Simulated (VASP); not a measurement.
Crystal: InP.

```
In P
1.0
     0.00000    2.93050    2.93050
     2.93050    0.00000    2.93050
     2.93050    2.93050    0.00000
In P
1 1
Direct
  0.00000 0.00000 0.00000
  0.25000 0.25000 0.25000
```

Base run:

| Item | Value |
| --- | --- |
| Program | VASP 6.6.1 |
| Functional | PBEsol |
| Potentials or basis | VASP PAW PBE potentials, release 64 (In_d, P) |
| Cutoff | 520 eV |
| k mesh | 7 × 7 × 7 |
| Occupations | fermi-dirac, width 0.02 eV |
| Spin | no spin polarisation |

Its results: band gap on the k mesh 0.61 eV, direct; pressure 0.6 GPa.

Question: The run is repeated on the same cell with these changes: functional from PBEsol to r2SCAN. What comes out?

Answer: Band gap on the k mesh 1.17 eV, direct; pressure 1.5 GPa.

r2SCAN gives the wider gap, since meta-GGAs in the generalised Kohn-Sham scheme recover part of the derivative discontinuity.

Caveats: the PAW data sets were made with another functional, which shifts forces and pressure a little; spin-orbit coupling is left out, which moves the levels of the heavy elements.

